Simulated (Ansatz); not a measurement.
A plane-wave DFT run in Ansatz 0.2.0 (scalar-relativistic PAW potentials unless the input names others): input and command.

```yaml
crystal:
  lattice:
    - [1.7585006682, -6.672538384, 4.27071e-05]
    - [1.7586093297, 6.6725670146, -2.72061e-05]
    - [1.56709e-05, -1.8623e-05, 3.5560047273]
  atoms:
    - { symbol: Ti, position: [0.8975297476, 0.1024670375, 0.7500123553] }
    - { symbol: Ti, position: [0.1024592026, 0.8975365413, 0.2499915608] }
    - { symbol: Si, position: [0.5600491771, 0.4399792955, 0.7499982576] }
    - { symbol: Si, position: [0.439948555, 0.5599992804, 0.2500091185] }
    - { symbol: Si, position: [0.2496815565, 0.7503220652, 0.7499884148] }
    - { symbol: Si, position: [0.7503317612, 0.2496957799, 0.250000293] }
kpoints:
  mp_grid: { grid: [10, 10, 10] }
hamiltonian:
  xc: lda
  hubbard: { sites: [{ species: Ti, l: d, u_eff: 8.0 }], double_counting: amf }
scf:
  occupations: { method: gaussian, width: 0.15 }
output:
  forces: true
  eigenvalues: true
  stress: true
```

```bash
ansatz run input.yaml --threads 2 --pin off --max-ram 5120MiB --backend cpu --events-out ev --progress --plain --runs-dir out
```

Abridged log:
```
Warning: at least one further symmetry operation maps every atom of the structure, as the run holds it, onto an atom to within 2.50e-5 (fractional), and is not used: no operation is sought that the atoms, as the run holds them, miss by more than 2.00e-5, twice crystal.symmetry.tolerance (1.0e-5). ...
Ti: projections on atomic orbitals take those of the free atom [Ne] 3s2 3p6 3d2 4s2, of charge +0.00 (hamiltonian.pseudopotentials.projection_atoms); the dataset's partial waves leave at most 4.1e-7 of an orbital's norm unspanned inside its sphere
Si: projections on atomic orbitals take those of the free atom [Ne] 3s2 3p2, of charge +0.00 (hamiltonian.pseudopotentials.projection_atoms); the dataset's partial waves leave at most 6.1e-8 of an orbital's norm unspanned inside its sphere
Pseudopotentials: kind: paw
Pseudopotential: Ti, paw, valence charge 12, recommended cutoff 420 eV (normal)
Pseudopotential: Si, paw, valence charge 4, recommended cutoff 420 eV (normal)
Functional definition: SPW92
Crystal: 6 atoms, lattice volume = 83.453 Å³
Basis set: ecut = 420 eV, 1633 PW (Γ)
Bands: 26, of which v1, the nominal top of the filled ones, is band 20 counted from 1 (19 counted from 0)
Symmetry: 1 space group operations
Space group: P1 (ITA 1), of the structure as read, at distance tolerance 4.4e-5 Å
k-points: 504 of 1000 (time reversal used)
Initial density: superposition of atomic densities (chi_scale 0.1, normalization cell, long waves of neutral atoms under a Hubbard term (reshape's long-wave potential 0.03 eV rms, cloud 2.71 Å wide))
Initial wavefunctions: pseudopotential atomic-orbital guess
Functional: x = slater, c = lda
SCF iter   1: F=—  HF=-7339.847510 eV  |F-HF|=—  |Δ(HF+E_count)|=         —  Δρ=3.58e-2  dr2=2.54e0  ethr=3.10e-3  ⟨swp⟩=5.8  Hψ=63299  notcnv=0
SCF iter   2: F=—  HF=-7339.653794 eV  |F-HF|=—  |Δ(HF+E_count)|=   1.94e-1  Δρ=2.31e-2  dr2=7.70e-1  ethr=3.10e-3  ⟨swp⟩=2.0  Hψ=19475  notcnv=0  defer=508
SCF iter   3: F=—  HF=-7339.719103 eV  |F-HF|=—  |Δ(HF+E_count)|=   6.53e-2  Δρ=1.51e-2  dr2=2.98e-1  ethr=1.92e-3  ⟨swp⟩=2.9  Hψ=26684  notcnv=0  defer=511
SCF iter   4: F=—  HF=-7339.766004 eV  |F-HF|=—  |Δ(HF+E_count)|=   4.69e-2  Δρ=6.09e-3  dr2=1.52e-2  ethr=7.45e-4  ⟨swp⟩=2.9  Hψ=24181  notcnv=0  defer=644
SCF iter   5: F=—  HF=-7339.857787 eV  |F-HF|=—  |Δ(HF+E_count)|=   9.18e-2  Δρ=4.46e-3  dr2=1.24e-2  ethr=3.79e-5  ⟨swp⟩=2.3  Hψ=26367  notcnv=0  defer=662
SCF iter   6: F=—  HF=-7339.869778 eV  |F-HF|=—  |Δ(HF+E_count)|=   1.20e-2  Δρ=3.27e-3  dr2=1.01e-2  ethr=3.10e-5  ⟨swp⟩=2.5  Hψ=28974  notcnv=0  defer=684
SCF iter   7: F=—  HF=-7339.880672 eV  |F-HF|=—  |Δ(HF+E_count)|=   1.09e-2  Δρ=1.33e-3  dr2=2.12e-3  ethr=2.52e-5  ⟨swp⟩=2.3  Hψ=24384  notcnv=0  defer=697
SCF iter   8: F=—  HF=-7339.881598 eV  |F-HF|=—  |Δ(HF+E_count)|=   9.26e-4  Δρ=9.71e-4  dr2=1.20e-3  ethr=5.30e-6  ⟨swp⟩=2.0  Hψ=22687  notcnv=0  defer=697
SCF iter   9: F=—  HF=-7339.882113 eV  |F-HF|=—  |Δ(HF+E_count)|=   5.15e-4  Δρ=2.86e-4  dr2=3.98e-5  ethr=2.99e-6  ⟨swp⟩=2.1  Hψ=17849  notcnv=0  defer=693
SCF iter  10: F=—  HF=-7339.882339 eV  |F-HF|=—  |Δ(HF+E_count)|=   2.25e-4  Δρ=1.53e-4  dr2=1.26e-5  ethr=9.94e-8  ⟨swp⟩=2.6  Hψ=24101  notcnv=0  defer=675
SCF iter  11: F=—  HF=-7339.882363 eV  |F-HF|=—  |Δ(HF+E_count)|=   2.41e-5  Δρ=9.24e-5  dr2=4.58e-6  ethr=3.15e-8  ⟨swp⟩=2.0  Hψ=22886  notcnv=0  defer=676
SCF iter  12: F=—  HF=-7339.882388 eV  |F-HF|=—  |Δ(HF+E_count)|=   2.53e-5  Δρ=6.58e-5  dr2=2.62e-6  ethr=1.15e-8  ⟨swp⟩=2.5  Hψ=23111  notcnv=0  defer=676
SCF iter  13: F=—  HF=-7339.882401 eV  |F-HF|=—  |Δ(HF+E_count)|=   1.32e-5  Δρ=2.79e-5  dr2=4.80e-7  ethr=6.56e-9  ⟨swp⟩=2.3  Hψ=22858  notcnv=0  defer=672
SCF iter  14: F=—  HF=-7339.882404 eV  |F-HF|=—  |Δ(HF+E_count)|=   2.76e-6  Δρ=1.07e-5  dr2=1.05e-7  ethr=1.20e-9  ⟨swp⟩=2.7  Hψ=23419  notcnv=0  defer=672
SCF iter  15: F=-7339.882404 eV  HF=-7339.882404 eV  |F-HF|=2.13e-9  |Δ(HF+E_count)|=   1.17e-7  Δρ=1.50e-6  dr2=3.01e-9  ethr=2.50e-10  ⟨swp⟩=10.5  Hψ=60113  notcnv=0
SCF 1 converged in 15 iterations: F = -7339.882404 eV  dr2 = 3.01e-9
SCF converged after 15 iterations
Free energy (F): -7339.882404 eV
Harris-Foulkes:  -7339.882404 eV  (|F-HF|=2.13e-9)
Internal energy: -7339.866675 eV  (E = F + TS)
E sigma→0 (E₀):  -7339.874540 eV
Entropy (-TS):   -0.015729 eV (-2.621 meV/atom)
Fermi energy:    12.793835 eV
DFT+U double counting: amf (around mean field; hamiltonian.hubbard.double_counting)
--- Forces (eV/Å), atoms counted from 1 ---
  atom   1  Ti    -0.00021087    -0.22556411    -0.00034397
  atom   2  Ti     0.00019724     0.22447952     0.00028787
  atom   3  Si    -0.00034662    -0.19510515     0.00000928
  atom   4  Si     0.00051991     0.19592606    -0.00008510
  atom   5  Si     0.00000038    -0.02868545     0.00019596
  atom   6  Si    -0.00015982     0.02894445    -0.00006400
--- Stress (GPa, compression-positive) ---
       -2.596642      -0.001703      -0.000715
       -0.001703       1.472474       0.000832
       -0.000715       0.000832      -2.364970
  P = ⅓ Tr σ = -1.1630 GPa (-11.630 kbar)
Occupation matrices written to <dir>
```

Apart from outputs, empty bands and the relaxation, which only the reference makes, the input differs from a reference run on usual settings in hamiltonian.xc: "pbesol" → "lda"; hamiltonian.hubbard: not typed → {"sites": [{"species": "Ti", "l": "d", "u_eff": 8.0}], "double_counting": "amf"}; basis.ecutwfc: 420 → not typed. The reference, at the same geometry, ended its own course with pressure 0.00 GPa, largest force 0.001 eV/Å, no gap on the mesh. This run converged in 15 SCF iterations with a total energy on another zero, pressure -1.16 GPa, largest force 0.226 eV/Å, no gap on the mesh.

It took 100 s on 2 threads of Arm Neoverse V2 (shared host), peak memory 1.8 GiB.